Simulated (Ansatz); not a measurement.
Space group Pmn2_1 (No. 31). a = 3.346 Å, b = 5.712 Å, c = 3.921 Å, α = 90.00°, β = 90.00°, γ = 90.00°
```json
{"atom": "Sn", "site": "2a", "symmetry": "m..", "x": "0.0000", "y": "0.2347", "z": "0.5269"}
{"atom": "O", "site": "2a", "symmetry": "m..", "x": "0.0000", "y": "0.8834", "z": "0.7231"}
```

Equation of state of this SnO structure (not necessarily the ground state), with shape and atoms relaxed at each volume where symmetry leaves them free. Computed with DFT PBE+D3(BJ), scalar-relativistic, plane waves, PAW in Ansatz 0.2.0.

Plane waves to 420 eV, a k mesh through Γ of 8×6×6 on the computed 4-atom cell and Gaussian smearing (0.02 eV); no spin polarisation.

| V (Å³/atom) | E − E(largest V) (meV/atom) | P (GPa) | gap on mesh (eV) |
| --- | --- | --- | --- |
| 16.486 | 14.22 | 3.65 | 1.00 |
| 17.048 | 3.86 | 2.32 | 1.08 |
| 17.610 | -2.36 | 1.36 | 1.15 |
| 18.172 | -5.53 | 0.59 | 1.23 |
| 18.734 | -6.46 | 0.00 | 1.31 |
| 19.296 | -5.62 | -0.44 | 1.41 |
| 19.858 | -3.69 | -0.74 | 1.47 |
| 20.608 | 0.00 | -0.99 | 1.54 |

**Question.** Fit a third-order Birch–Murnaghan equation to E(V).

**Answer.** V0 = 18.72 Å³/atom, B0 = 16 GPa, B0' = 10.3. B0' is unusual or poorly fixed by this range.

This form isn't the usual stable structure of the compound.